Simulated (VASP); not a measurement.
## Sn in VASP 6.6.1, single-point calculation

INCAR

```
PREC = Accurate
GGA = 91
NELM = 120
EDIFF = 1E-7
ISMEAR = 1
IBRION = -1
SIGMA = 0.1
LWAVE = .FALSE.
ISIF = 2
LASPH = .TRUE.
NSW = 0
NBANDS = 21
LCHARG = .FALSE.
LREAL = .FALSE.
ALGO = Normal
ENCUT = 520
```

KPOINTS

```
KPOINTS created by Atomic Simulation Environment
0
Gamma
6 6 6
0 0 0
```

POSCAR

```
Sn
 1.0000000000000000
     0.0000000000000000    3.2844597802467672    3.2844597802467672
     3.2844597802467672    0.0000000000000000    3.2844597802467672
     3.2844597802467672    3.2844597802467672    0.0000000000000000
 Sn
   2
Cartesian
 -0.0000000000000000 -0.0000000000000000 -0.0000000000000000
  1.6422298901233836  1.6422298901233836  1.6422298901233836
```

The recommended PBE PAW datasets give the neutral cell 28 valence electrons.

Command

```
mpirun -np 1 vasp_std
```

**Question.** Predict the outcome of this run.

**Answer.** It converged. Results: gap between bands v and c on the k mesh -0.17 eV (bands overlap: a metal); least direct gap on the k mesh 0.00 eV; pressure 1.5 GPa. Band v is the last that the valence electrons fill when counted band by band, and c is the next.

OSZICAR

```
N       E                     dE             d eps       ncg     rms          rms(c)
DAV:   1     0.226936536525E+03    0.22694E+03   -0.14389E+04   682   0.186E+03
DAV:   2     0.180220905948E+02   -0.20891E+03   -0.20472E+03   677   0.451E+02
DAV:   3    -0.689249485856E+01   -0.24915E+02   -0.24727E+02   767   0.142E+02
DAV:   4    -0.775115009519E+01   -0.85866E+00   -0.85826E+00   772   0.293E+01
DAV:   5    -0.778638597516E+01   -0.35236E-01   -0.35235E-01   995   0.556E+00    0.315E+00
DAV:   6    -0.773581395516E+01    0.50572E-01   -0.37689E-02   900   0.263E+00    0.180E+00
DAV:   7    -0.771271349404E+01    0.23100E-01   -0.48163E-02   868   0.251E+00    0.181E-01
DAV:   8    -0.771420575237E+01   -0.14923E-02   -0.67260E-03   742   0.934E-01    0.550E-02
DAV:   9    -0.771462062772E+01   -0.41488E-03   -0.52427E-04   793   0.158E-01    0.115E-02
DAV:  10    -0.771464459550E+01   -0.23968E-04   -0.35798E-05   839   0.467E-02    0.654E-03
DAV:  11    -0.771464964461E+01   -0.50491E-05   -0.69037E-06   730   0.158E-02    0.639E-04
DAV:  12    -0.771464941010E+01    0.23451E-06   -0.23554E-07   704   0.493E-03    0.414E-04
DAV:  13    -0.771464941359E+01   -0.34943E-08   -0.27943E-08   558   0.137E-03
   1 F= -.77146494E+01 E0= -.77146384E+01  d E =-.330563E-04
```

Standard output (part)

```
POSCAR found type information on POSCAR Sn
 POSCAR found :  1 types and       2 ions
 LDA part: xc-table for (Slater(with rela. corr.)+CA(PZ))
 , standard interpolation
 POSCAR, INCAR and KPOINTS ok, starting setup
 WAVECAR not read
 entering main loop
```

For comparison, a separate r²SCAN run of the intended cell, on usual settings and not on those above, gives a gap of 0.00 eV on its mesh and a pressure of 0.0 GPa.
